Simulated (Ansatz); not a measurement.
# MnO2 (R-3m) in Ansatz: a series of runs

Runs on MnO2. Level: PBEsol+U. Tasks: relaxation of cell and atoms.

Everything below comes from runs of Ansatz 0.2.0. Logs are shortened: lines on timing, memory, paths and dates and some standing lists are left out, and cuts for length are marked.

## 1. The crystal as given

It takes space group R-3m (No. 166, trigonal). Conventional cell: a = 2.857 Å, b = 2.857 Å, c = 13.752 Å, α = 90.00°, β = 90.00°, γ = 120.00°. Around Mn (site symmetry -3m) lie 6 O at 1.90 Å. O (site symmetry 3m) has 3 Mn at 1.90 Å as nearest neighbours.

Measurements of this composition are mostly on another form, of space group No. 136.

## 2. Relaxation of cell and atoms, PBEsol+U, collinear spin, ferromagnetic start

input.yaml reads:

```yaml
crystal:
  lattice:
    - [1.4284348394, 0.824707239, 4.5839315268]
    - [-1.4284348394, 0.824707239, 4.5839315268]
    - [0.0, -1.6494144781, 4.5839315268]
  atoms:
    - { symbol: Mn, position: [0.0, 0.0, 0.0], spin: 4.0 }
    - { symbol: O, position: [0.73563551, 0.73563551, 0.73563551] }
    - { symbol: O, position: [0.26436449, 0.26436449, 0.26436449] }
hamiltonian:
  xc: pbesol
  pseudopotentials: { kind: paw }
  hubbard: { sites: [{ species: Mn, l: d, u_eff: 6.0 }] }
magnetization:
  spin_polarized: true
kpoints:
  mp_grid: { grid: [11, 11, 11] }
scf:
  occupations: { method: fermi_dirac, width: 0.05 }
output:
  forces: true
  stress: true
  eigenvalues: true
relax:
  f_tol: 0.01
  max_steps: 40
  cell: { stress_tol: 0.05 }
```

Potentials or basis: Ansatz PAW.

On the command line:

```console
> ansatz run input.yaml --threads 2 --pin off --max-ram 5632MiB --backend cpu --events-out ev --progress --plain --runs-dir out
```

Output:

```text
Warning: RAYON_NUM_THREADS=2 ignored (pool sized by the plan → 2); use --threads N
basis.fft_grid_basis auto: the FFT boxes are laid along the combinations [[1, 0, -1], [0, 1, -1], [0, 0, 1]] of the cell's own vectors, 2.857, 2.857 and 4.872 Å long. The dense box has 20×20×36 points. Along the cell's own vectors, as sized, it would have 36×36×36, 3.24 times as many. Of the 12 symmetry operations that the crystal satisfies within crystal.symmetry.tolerance (time reversal apart; of a slab, those that keep its plane) the dense box along the cell's own vectors carries 12, and the one as laid loses 8 of those. basis.fft_grid_basis: typed keeps the cell's own vectors: state it where this run's energies or levels are differenced outside the engine with another run's, or held beside a run that keeps those vectors.
Mn: projections on atomic orbitals take those of the free atom [Ne] 3s2 3p6 3d5 4s2, of charge +0.00 (hamiltonian.pseudopotentials.projection_atoms); the dataset's partial waves leave at most 9.0e-7 of an orbital's norm unspanned inside its sphere
O: projections on atomic orbitals take those of the free atom [He] 2s2 2p4, of charge +0.00 (hamiltonian.pseudopotentials.projection_atoms); the dataset's partial waves leave at most 1.9e-8 of an orbital's norm unspanned inside its sphere
Engine: ansatz 0.2.0, aarch64-unknown-linux-gnu
Pseudopotentials: kind: paw
Pseudopotential: Mn, paw, valence charge 15, recommended cutoff 420 eV (normal), Mn.paw.azcp
Pseudopotential: O, paw, valence charge 6, recommended cutoff 420 eV (normal), O.paw.azcp
Functional definition: PBEsol
  exchange = pbesol_x
  correlation = pbesol_c
Crystal: 3 atoms, lattice volume = 32.400 Å³
Basis set: ecut = 420 eV, 651 PW (Γ), FFT grids on a1−a3, a2−a3, a3, exchange–correlation on 40×40×72 points (8 copies of the dense FFT grid, shifted against one another)
Bands: 20, of which v1, the nominal top of the filled ones, is band 14 counted from 1 (13 counted from 0)
Symmetry: 12 space group operations
Space group: R-3m (ITA 166), of the structure as read, at distance tolerance 3.2e-5 Å
Magnetic group: BNS 166.97 (UNI 1327), of the structure as read, at distance tolerance 3.2e-5 Å
k-points: 146 of 1331
Non-local potential: Mn, projectors of the file, l = 0: 3, l = 1: 2, l = 2: 3, l = 3: 1
Non-local potential: O, projectors of the file, l = 0: 2, l = 1: 2, l = 2: 1
PAW form: soft (Blöchl's): semilocal exchange-correlation on the pseudo side does not see the compensation charge
PAW frozen core: Mn, regenerated for the run's functional, and the local potential with it (the file was generated under x = pbe(κ = 0.804, μ = 0.2195149727645171), c = pbe(β = 0.06672455060314922))
PAW frozen core: O, regenerated for the run's functional, and the local potential with it (the file was generated under x = pbe(κ = 0.804, μ = 0.2195149727645171), c = pbe(β = 0.06672455060314922))
PAW one-centre angular grid: Mn, 590 points (default); XC on 64 Gauss nodes
PAW one-centre angular grid: O, 110 points (default); XC on 64 Gauss nodes
Initial density: superposition of atomic densities (chi_scale 0.1, normalization cell, long waves kept (reshape's long-wave potential 0.12 eV rms))
Starting moments: Σ|m| = 4 μB on 1 of 3 sites
Initial wavefunctions: pseudopotential atomic-orbital guess
Functional: x = pbesol(κ = 0.804, μ = 0.12345679012345678), c = pbesol(β = 0.046)
SCF iter   1: F=—  HF=-4987.612203 eV  |F-HF|=—  |Δ(HF+E_count)|=         —  Δρ=1.22e-1 (↑1.22e-1 ↓6.87e-2)  dr2=1.18e1  dr2_m=4.80e-1  M=3.028 μB ∫|m|=4.279 μB  β_m=1.00  ethr=3.10e-3  ⟨swp⟩=5.7  Hψ=25475  notcnv=0
preconditioner: auto → none  [metal: Δε(μ)=0.028 eV  Ē_g=14.576 eV  σ=0.050 eV  W_gap=0.14  n_scr=8 (ndim 8)  ℏωp=28.4 eV  f_vac=0.071  D(μ)=0.48/eV (n_scr^D=2)  sad-step TF]
SCF iter   2: F=—  HF=-4986.265746 eV  |F-HF|=—  |Δ(HF+E_count)|=    1.35e0  Δρ=3.01e-2 (↑3.01e-2 ↓2.04e-2)  dr2=1.08e0  dr2_m=5.14e-2  M=3.000 μB ∫|m|=4.379 μB  β_m=1.00  ethr=3.10e-3  ⟨swp⟩=3.2  Hψ=14554  notcnv=0  defer=411
SCF iter   3: F=—  HF=-4986.207158 eV  |F-HF|=—  |Δ(HF+E_count)|=   5.86e-2  Δρ=2.10e-2 (↑2.10e-2 ↓1.28e-2)  dr2=2.36e-1  dr2_m=9.95e-3  M=3.000 μB ∫|m|=4.324 μB  β_m=0.30  ethr=3.10e-3  ⟨swp⟩=2.1  Hψ=8934  notcnv=0  defer=422
SCF iter   4: F=—  HF=-4986.332313 eV  |F-HF|=—  |Δ(HF+E_count)|=   1.25e-1  Δρ=1.23e-2 (↑1.23e-2 ↓5.55e-3)  dr2=2.89e-2  dr2_m=8.32e-3  M=3.000 μB ∫|m|=4.275 μB  β_m=0.30  ethr=8.74e-4  ⟨swp⟩=3.0  Hψ=10342  notcnv=0  defer=422
Mixer restart at iter 4: flushing history
spin-set hold released at iteration 4 (site moments contracting): the magnetisation degrees of freedom join the quasi-Newton model from the next iteration; the mixer history was flushed
SCF iter   5: F=—  HF=-4986.419484 eV  |F-HF|=—  |Δ(HF+E_count)|=   8.72e-2  Δρ=9.66e-3 (↑9.66e-3 ↓4.74e-3)  dr2=1.22e-2  dr2_m=8.49e-3  M=3.000 μB ∫|m|=4.232 μB  β_m=0.65  ethr=1.07e-4  ⟨swp⟩=2.8  Hψ=10444  notcnv=0  defer=436
[... 239 lines left out ...]
SCF iter   5: F=—  HF=-4986.480539 eV  |F-HF|=—  |Δ(HF+E_count)|=   8.91e-2  Δρ=8.63e-3 (↑8.63e-3 ↓3.82e-3)  dr2=1.18e-2  dr2_m=6.02e-3  M=3.000 μB ∫|m|=4.444 μB  β_m=0.65  ethr=1.04e-4  ⟨swp⟩=2.7  Hψ=10517  notcnv=0  defer=412
SCF iter   6: F=—  HF=-4986.610974 eV  |F-HF|=—  |Δ(HF+E_count)|=   1.30e-1  Δρ=1.29e-2 (↑1.29e-2 ↓7.45e-4)  dr2=5.61e-2  dr2_m=1.31e-2  M=3.000 μB ∫|m|=4.272 μB  β_m=0.73  ethr=4.38e-5  ⟨swp⟩=2.2  Hψ=11175  notcnv=0  defer=412
SCF iter   7: F=—  HF=-4986.609267 eV  |F-HF|=—  |Δ(HF+E_count)|=   1.71e-3  Δρ=6.12e-3 (↑8.02e-4 ↓6.12e-3)  dr2=1.46e-2  dr2_m=2.53e-3  M=3.000 μB ∫|m|=4.269 μB  β_m=0.77  ethr=4.38e-5  ⟨swp⟩=2.4  Hψ=12440  notcnv=0  defer=419
SCF iter   8: F=—  HF=-4986.611744 eV  |F-HF|=—  |Δ(HF+E_count)|=   2.48e-3  Δρ=2.17e-3 (↑2.17e-3 ↓1.70e-3)  dr2=1.67e-3  dr2_m=6.02e-4  M=3.000 μB ∫|m|=4.202 μB  β_m=0.75  ethr=4.38e-5  ⟨swp⟩=2.1  Hψ=8837  notcnv=0  defer=419
SCF iter   9: F=—  HF=-4986.612079 eV  |F-HF|=—  |Δ(HF+E_count)|=   3.35e-4  Δρ=1.11e-3 (↑4.93e-4 ↓1.11e-3)  dr2=2.53e-4  dr2_m=1.46e-4  M=3.000 μB ∫|m|=4.164 μB  β_m=0.72  ethr=6.17e-6  ⟨swp⟩=2.5  Hψ=10675  notcnv=0  defer=419
SCF iter  10: F=—  HF=-4986.612177 eV  |F-HF|=—  |Δ(HF+E_count)|=   9.77e-5  Δρ=1.82e-4 (↑9.55e-5 ↓1.82e-4)  dr2=2.60e-6  dr2_m=5.90e-6  M=3.000 μB ∫|m|=4.145 μB  β_m=0.81  ethr=9.38e-7  ⟨swp⟩=2.3  Hψ=8553  notcnv=0  defer=419
SCF iter  11: F=—  HF=-4986.612182 eV  |F-HF|=—  |Δ(HF+E_count)|=   4.88e-6  Δρ=4.31e-5 (↑4.31e-5 ↓3.44e-5)  dr2=7.60e-7  dr2_m=2.75e-7  M=3.000 μB ∫|m|=4.142 μB  β_m=0.75  ethr=9.61e-9  ⟨swp⟩=2.6  Hψ=10183  notcnv=0  defer=419
iter 12 met the thresholds in force, and the SCF goes on: an eigenvalue changes by 0.75 meV, over its tolerance of 0.50 meV (output.eigenvalues, Limitations)
SCF iter  12: F=-4986.612182 eV  HF=-4986.612182 eV  |F-HF|=6.82e-9  |Δ(HF+E_count)|=   1.92e-7  Δρ=8.04e-6 (↑8.04e-6 ↓7.83e-6)  dr2=2.45e-8  dr2_m=1.43e-8  M=3.000 μB ∫|m|=4.141 μB  β_m=0.82  ethr=3.70e-10  ⟨swp⟩=1.6  Hψ=16125  notcnv=0
SCF iter  13: F=-4986.612182 eV  HF=-4986.612182 eV  |F-HF|=1.34e-9  |Δ(HF+E_count)|=   1.59e-8  Δρ=1.57e-6 (↑1.57e-6 ↓1.37e-6)  dr2=1.84e-9  dr2_m=1.99e-10  M=3.000 μB ∫|m|=4.141 μB  ethr=9.09e-11  ⟨swp⟩=1.0  Hψ=14943  notcnv=0
SCF 1 converged in 13 iterations: F = -4986.612182 eV  dr2 = 1.84e-9
a single-point calculation of the run's input, under the relaxation's own `scf.mixing.negative_modes` where the relaxation goes by `scf.lower_state_search: light` itself or types `scf.max_iter`, was made at the relaxed geometry, from the atoms, in 13 SCF iterations in all. It converged +0.0 meV from the relaxation's final energy, with moments (3.07, -0.26, -0.26 Bohr magnetons, atom by atom), which does not count as lower, and the relaxation's result stands. No further magnetic order was relaxed to its end, and one can end lower (see `relax.adjacent_minimum`).
SCF converged after 7 iterations
Magnetization: 3.0000 μB (15.0000 up, 12.0000 down)
Absolute magnetization: 4.1413 μB (∫|ρ↑−ρ↓|, with the PAW one-centre terms)
Spin contamination: 0.3007 ħ² per cell (⟨S²⟩ above its minimum at these occupations)
Per-site moments (μB) at R_I (Å): [(3.074898467479045, 0.7978974850106247), (-0.25961956001260383, 0.7978974850106247), (-0.25961956001260383, 0.7978974850106256)]
Free energy (F): -4986.612182 eV
Harris-Foulkes:  -4986.612182 eV  (|F-HF|=1.82e-12)
Internal energy: -4986.612181 eV  (E = F + TS)
E sigma→0 (E₀):  -4986.612181 eV
Entropy (-TS):   -0.000000 eV (-0.000 meV/atom)
Fermi energy:    7.027359 eV
--- Per-component energies (eV) ---
  E_band       = -396.728624
  E_kinetic    = 644.991276
  E_local      = -3689.919489  (includes V_loc(G=0)·N_el)
  E_nonlocal   = 337.051935
  E_hartree    = 1504.422924
  E_xc         = -256.940725
  E_vxc        = -329.844035  (∫ρ·V_xc dr)
  E_hubbard    = 3.195976  (on-site DFT+U / exact-exchange correction)
  E_vhub       = -8.540301  (the Hubbard potential's part of the band-sum identity)
  E_paw        = -1570.001193  (= ΣΔE_a)
  E_vpaw       = -359.318784  (= ΣTr[D̂ρ^β])
  E_aug_tail   = 0.004836  (compensation charges beyond the density's cutoff)
  E_ewald      = -1959.657947
  E_core_change = 0.240226  (= ΣΔE_core)
  E_smearing   = -0.000000  (= −TS)
  E_closure    = -0.000000  (closes the sum)
  Σ components = -4986.612182   (vs F -4986.612182, Δ=0.00e0)
--- Forces (eV/Å), atoms counted from 1 ---
  atom   1  Mn     0.00000000     0.00000000    -0.00000000
  atom   2  O      0.00000000    -0.00000000     0.00027809
  atom   3  O      0.00000000     0.00000000    -0.00027809
  max |Σ_I F_I| component: 9.25e-18 eV/Å
--- Stress (GPa, compression-positive) ---
       -0.003397       0.000000      -0.000000
        0.000000      -0.003397      -0.000000
       -0.000000      -0.000000       0.045895
  P = ⅓ Tr σ = 0.0130 GPa (0.130 kbar)
--- Band table (eV; the first three rows and the last of 292) ---
  k-point 0 ↑: bands = ["-75.0315", "-43.7983", "-43.7960", "-43.7960", "-12.1544", "-9.7989", "-0.8296", "-0.1346", "-0.1346", "1.6744", "1.6744", "5.2270", "5.8172", "5.8172", "6.1387", "9.1192", "9.1192", "13.4727", "16.6361", "20.9610"]
  k-point 1 ↑: bands = ["-75.0302", "-43.8060", "-43.7983", "-43.7968", "-12.0494", "-9.8453", "-0.7255", "-0.1911", "-0.0175", "1.5866", "1.6785", "5.0260", "5.7027", "5.8086", "6.2455", "8.8272", "9.0556", "13.8637", "17.0168", "20.9948"]
  k-point 2 ↑: bands = ["-75.0271", "-43.8329", "-43.8044", "-43.7927", "-11.7579", "-9.9671", "-0.5411", "-0.2427", "0.3212", "1.3680", "1.6864", "4.5360", "5.5018", "5.7078", "6.4175", "8.1672", "8.9303", "14.8604", "17.9312", "21.0898"]
  k-point 145 ↓: bands = ["-71.1260", "-40.0417", "-40.0323", "-39.8563", "-12.1729", "-10.3679", "2.3458", "2.5870", "2.9316", "4.8478", "5.0249", "5.2173", "10.2918", "10.3945", "11.3601", "11.7795", "11.9445", "16.0242", "16.5246", "20.4458"]
--- Relaxed structure (9 steps of the walk, 9 accepted, 4 SCFs on fresh bases) ---
  F+E_penalty+E_count = -4986.61218159 eV   max|allowed force component| = 2.781e-4 eV/Å   (the final SCF, on the basis selected at the relaxed cell)
  cell:  # Å, volume = 34.9451 Å³
    - [1.4621795100559698, 0.8441897337172137, 4.718395540949784]
    - [-1.4621795100559698, 0.8441897337172137, 4.718395540949784]
    - [-2.1547875247679754e-33, -1.6883794674858936, 4.718395540940576]
  atoms:
    - { symbol: Mn, position: [-1.4716945075574796e-19, -1.4716945075574805e-19, -1.4716945075638833e-19] }
    - { symbol: O, position: [0.7333464007083192, 0.7333464007083192, 0.7333464007083192] }
    - { symbol: O, position: [0.2666535992916807, 0.2666535992916807, 0.2666535992916807] }
```

It took 2 min on 2 threads of Arm Neoverse V1, shared host; peak memory 0.53 GiB.

Results:

```yaml
Free_energy: -4986.6122 eV
Relaxed_volume: 11.65 Å³/atom
Relaxed_cell: a = 5.011 Å, b = 5.011 Å, c = 5.011 Å, α = 33.93°, β = 33.93°, γ = 33.93°
Space_group_after_relaxing_to_0.05_Å: R-3m (No. 166)
Energy_gained_by_relaxing: 15.8 meV/atom
Ionic_steps: 14
Pressure_after_relaxing: 0.0 GPa
Band_gap_on_the_k_mesh: 1.14 eV, indirect (least direct gap 1.34 eV)
Net_moment: 3.00 μB per cell
Absolute_moment: 4.14 μB per cell
Site_moments: Mn +3.07; O -0.26 μB
```

Step by step:
```csv
step,energy change (eV),largest force (eV/Å),volume (Å³)
1,0.0000,0.3453,32.40
2,-0.0253,0.2975,33.67
3,-0.0352,0.0499,34.05
4,-0.0357,0.0029,34.02
5,-0.0464,0.0034,34.02
6,-0.0453,0.0183,34.33
7,-0.0443,0.0025,34.54
8,-0.0472,0.0024,34.54
9,-0.0464,0.0003,34.73
10,-0.0460,0.0001,34.81
11,-0.0475,0.0000,34.81
12,-0.0469,0.0003,34.95
13,-0.0475,0.0003,34.95
14,-0.0475,0.0003,34.95
```

Final structure:
```
CELL_PARAMETERS angstrom
1.46218 0.84419 4.71840
-1.46218 0.84419 4.71840
0.00000 -1.68838 4.71840
ATOMIC_POSITIONS crystal
Mn 0.00000 0.00000 0.00000
O 0.73335 0.73335 0.73335
O 0.26665 0.26665 0.26665
```

Eigenvalues of the final occupation matrices:
```csv
site,spin,trace,eigenvalues
site 1,1,4.25,0.63 0.63 0.99 0.99 0.99
site 1,2,0.73,0.07 0.07 0.07 0.26 0.26
```

Caveat: the magnetic or orbital state may not be the lowest; odd divisions of the mesh miss points on the zone boundary, where band edges often lie, so the gap on the mesh can be too wide; the plane-wave basis is chosen anew once the cell has moved, so the energies of steps on either side of that aren't comparable; the pressure holds a Pulay correction of +0.8 GPa for the finite cutoff; a cell with one magnetic atom can't hold antiferromagnetic order, which such compounds often take; the PAW data sets come from PBE, with cores solved anew for the run's functional, which leaves a small shift of forces and pressure. A k mesh can miss the band edges.

[end of part 1 of 2]
